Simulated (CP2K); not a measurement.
# CdTe in CP2K: the effect of functional

The system is CdTe.

```
Te Cd
1.0
     4.53255    0.00000    0.00000
     2.26628    3.92531    0.00000
     2.26628    1.30844    3.70082
Te Cd
1 1
Direct
  0.75000 0.75000 0.75000
  0.00000 0.00000 0.00000
```

Alike in all runs:

- Program: CP2K 2026.2
- Task: atomic charges
- Potentials or basis: POTENTIAL_UZH Te GTH-PBE-q6, Cd GTH-PBE-q12; TZVP-MOLOPT-PBE-GTH basis
- Density cutoff: 9184 eV
- k mesh: 7 × 7 × 7
- Occupations: fermi-dirac, width 0.05 eV
- Spin: no spin polarisation

| functional | gap on the mesh (eV) | pressure (GPa) |
| --- | --- | --- |
| LDA | 0.61 | 1.9 |
| PBEsol | 0.73 | 2.9 |
| revPBE | 0.97 | 5.8 |
| AM05 | ? | ? |
| RPBE | 1.01 | 6.1 |
| TASK | 1.21 | 3.6 |

Question: What does the run with functional AM05 give?

Answer: gap on the mesh 0.80 eV; pressure 3.3 GPa.

Caveats: the potentials were made for another functional, which shifts forces and pressure; spin-orbit coupling is left out, which moves the levels of the heavy elements; the basis of atomic orbitals isn't converged, which shifts pressures, moduli and gaps.

Runs at the PBE level aren't shown here.
